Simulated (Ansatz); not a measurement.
Structure types of HgTe compared at 22 GPa

Structure types of HgTe are relaxed in primitive cells with their symmetry kept at 22 GPa, on PAW files; LAPW relaxes the small cells further and takes the PAW cell for the others (marked *). The enthalpy is E + pV at zero temperature, without zero-point motion. Only the types listed were tried, and differences under about 5 meV/atom are mesh noise. The real phase may be another.

Computed with Ansatz 0.2.0; functional PBE, scalar-relativistic. Settings: Fermi–Dirac smearing of 0.08 eV, no spin polarisation. Methods: LAPW: all electrons, basis error target 0.5 meV/atom; PAW: frozen-core files, cutoff 420 eV.

k meshes: rocksalt 12×12×12, CsCl 12×12×12, zincblende 12×12×12, wurtzite 9×9×5, NiAs 9×9×5.

Spin–orbit coupling is left out, which matters for the heavy atoms.

```csv
start type,ends as,"a, b, c (Å)",V (Å³/atom),"H − H(lowest), LAPW (meV/atom)"
rocksalt,"rocksalt, Fm-3m","5.660, 5.660, 5.660",22.66,0.0
CsCl,"CsCl, Pm-3m","3.502, 3.502, 3.502",21.47,86.0
zincblende,"zincblende, F-43m","6.021, 6.021, 6.021",27.29,?
wurtzite*,"wurtzite, P6_3mc","4.128, 4.128, 7.342",27.09,?
NiAs*,"NiAs, P6_3/mmc","3.826, 3.826, 7.184",22.76,80.6
```

Question: What belongs in the row "zincblende", column "H − H(lowest), LAPW (meV/atom)"?

Answer: 628.6.

Question: Fill in "H − H(lowest), LAPW (meV/atom)" for the row "wurtzite*".

Answer: 633.7.

Question: Split the lead of rocksalt over NiAs into energy and pV.

Answer: For NiAs less rocksalt: ΔE = +66.3 meV/atom, and p·ΔV = 22 GPa × +0.1038 Å³ × 6.242 meV/(GPa·Å³) = +14.2 meV/atom, together 80.5 meV/atom. rocksalt wins on both counts.
